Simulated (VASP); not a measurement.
# PbS in VASP 6.6.1, single-point calculation

INCAR

```
NELM = 120
LREAL = .FALSE.
ENCUT = 700
GGA = PE
LASPH = .TRUE.
IBRION = -1
ISIF = 2
NBANDS = 17
LWAVE = .FALSE.
SIGMA = 0.02
ISMEAR = -1
LCHARG = .FALSE.
PREC = Accurate
EDIFF = 1E-7
IVDW = 21
NSW = 0
```

KPOINTS

```
KPOINTS created by Atomic Simulation Environment
0
Gamma
8 8 8
0 0 0
```

POSCAR

```
Pb S
 1.0000000000000000
     2.1005109572676153    1.2127305665503221    3.4301898176962839
    -2.1005109572676153    1.2127305665503221    3.4301898176962839
     0.0000000000000000   -2.4254611332923268    3.4301898176285164
 Pb  S
   1   1
Cartesian
  0.0000000000000000 -0.0000000001874929 10.0656554322252081
 -0.0000000000000000 -0.0000000000915203  4.9133111500496573
```

The recommended PBE PAW datasets give the neutral cell 20 valence electrons.

Command

```
mpirun -np 1 vasp_std
```

OSZICAR

```
N       E                     dE             d eps       ncg     rms          rms(c)
DAV:   1     0.167820280768E+03    0.16782E+03   -0.11019E+04  2218   0.159E+03
DAV:   2     0.457113957994E+01   -0.16325E+03   -0.15731E+03  2334   0.354E+02
DAV:   3    -0.885978774535E+01   -0.13431E+02   -0.13300E+02  2861   0.996E+01
DAV:   4    -0.923453482347E+01   -0.37475E+00   -0.37431E+00  2846   0.172E+01
DAV:   5    -0.924677189500E+01   -0.12237E-01   -0.12236E-01  3354   0.315E+00    0.459E+00
DAV:   6    -0.875563163112E+01    0.49114E+00   -0.14004E+00  3453   0.802E+00    0.323E+00
DAV:   7    -0.875625226728E+01   -0.62064E-03   -0.14304E-01  2566   0.189E+00    0.185E+00
DAV:   8    -0.875989255939E+01   -0.36403E-02   -0.16053E-02  2623   0.138E+00    0.247E-01
DAV:   9    -0.875944824047E+01    0.44432E-03   -0.32734E-03  3507   0.502E-01    0.850E-02
DAV:  10    -0.875962641796E+01   -0.17818E-03   -0.35941E-04  2480   0.114E-01    0.527E-02
DAV:  11    -0.875963549109E+01   -0.90731E-05   -0.61743E-05  2982   0.856E-02    0.186E-02
DAV:  12    -0.875963636211E+01   -0.87102E-06   -0.41641E-06  2861   0.202E-02    0.341E-03
DAV:  13    -0.875963636582E+01   -0.37103E-08   -0.20286E-07  2720   0.394E-03
   1 F= -.91281784E+01 E0= -.91281781E+01  d E =-.459904E-06
```

From OUTCAR

```
k-points           NKPTS =     65   k-points in BZ     NKDIM =     65   number of bands    NBANDS=     17

   NELECT =      20.0000    total number of electrons

   dimension x,y,z NGX =    36 NGY =   36 NGZ =   36
   dimension x,y,z NGXF=    72 NGYF=   72 NGZF=   72

  energy-cutoff  :      700.00
  volume of cell :       52.43
      direct lattice vectors                 reciprocal lattice vectors
     2.100510957  1.212730567  3.430189818     0.238037321  0.137430911  0.097176352
    -2.100510957  1.212730567  3.430189818    -0.238037321  0.137430911  0.097176352
     0.000000000 -2.425461133  3.430189818     0.000000000 -0.274861822  0.097176352

 k-points in reciprocal lattice and weights: KPOINTS created by Atomic Simulation Env
   0.00000000  0.00000000  0.00000000       0.002
   0.12500000 -0.00000000  0.00000000       0.012
   0.12500000  0.12500000  0.12500000       0.004
   0.25000000 -0.00000000  0.00000000       0.012
   0.25000000  0.25000000  0.25000000       0.004
   0.37500000 -0.00000000  0.00000000       0.012
   0.37500000  0.37500000  0.37500000       0.004
   0.50000000 -0.00000000  0.00000000       0.006
   ...

 E-fermi :   5.9439

 k-point     1 :       0.0000    0.0000    0.0000
  band No.  band energies     occupation
      1     -11.0584      2.00000
      2     -11.0584      2.00000
      3     -11.0584      2.00000
      4     -11.0419      2.00000
      5     -11.0419      2.00000
      6      -7.7953      2.00000
      7      -0.2872      2.00000
      8       3.6089      2.00000
      9       3.6090      2.00000
     10       3.6090      2.00000
     11      10.9558      0.00000
     12      10.9563      0.00000
     13      10.9563      0.00000
     14      12.5011      0.00000
     15      12.5011      0.00000
     16      12.5013      0.00000
     17      14.4307      0.00000

 k-point     2 :       0.1250   -0.0000    0.0000
  band No.  band energies     occupation
      1     -11.0577      2.00000
      2     -11.0555      2.00000
      3     -11.0555      2.00000
      4     -11.0426      2.00000
      5     -11.0426      2.00000
      6      -7.6633      2.00000
      7      -0.7327      2.00000
      8       3.6503      2.00000
      9       3.6503      2.00000
     10       3.9422      2.00000
     11       9.7402      0.00000
     12      10.1820      0.00000
     13      10.1821      0.00000
     14      12.4522      0.00000
     15      12.8694      0.00000
     16      12.8695      0.00000
     17      15.6190      0.00000

 k-point     3 :       0.1250    0.1250    0.1250
  band No.  band energies     occupation
      1     -11.0577      2.00000
      2     -11.0555      2.00000
      3     -11.0555      2.00000
      4     -11.0426      2.00000
      5     -11.0426      2.00000
      6      -7.6633      2.00000
      7      -0.7327      2.00000
      8       3.6503      2.00000
      9       3.6503      2.00000
     10       3.9422      2.00000
     11       9.7402      0.00000
     12      10.1820      0.00000
     13      10.1820      0.00000
     14      12.4525      0.00000
     15      12.8695      0.00000
     16      12.8695      0.00000
     17      15.6190      0.00000

 ...

  Total      -0.00337    -0.00337    -0.00351     0.00000     0.00000     0.00000
  in kB      -0.10287    -0.10287    -0.10725     0.00000     0.00000     0.00000
  external pressure =       -0.10 kB  Pullay stress =        0.00 kB

 POSITION                                       TOTAL-FORCE (eV/Angst)
 -----------------------------------------------------------------------------------
      0.00000     -0.00000     10.06566         0.000000      0.000000     -0.002940
      0.00000     -0.00000      4.91331         0.000000     -0.000000      0.002940
 -----------------------------------------------------------------------------------
    total drift:                               -0.000000     -0.000000     -0.000134

  FREE ENERGIE OF THE ION-ELECTRON SYSTEM (eV)
  ---------------------------------------------------
  free  energy   TOTEN  =        -9.1281783629 eV

  energy  without entropy=       -9.1281779030  energy(sigma->0) =       -9.12817813
```

It converged. Results: gap between bands v and c on the k mesh 0.38 eV; least direct gap on the k mesh 0.38 eV; pressure 0.0 GPa. Band v is the last that the valence electrons fill when counted band by band, and c is the next.

For comparison, a separate PBE run of the intended cell, on usual settings and not on those above, gives a gap of 0.38 eV on its mesh and a pressure of 1.9 GPa.

The run above took about 2.1 min on one core of a shared host (Intel Xeon Platinum 8488C) and held 0.24 GiB at most.
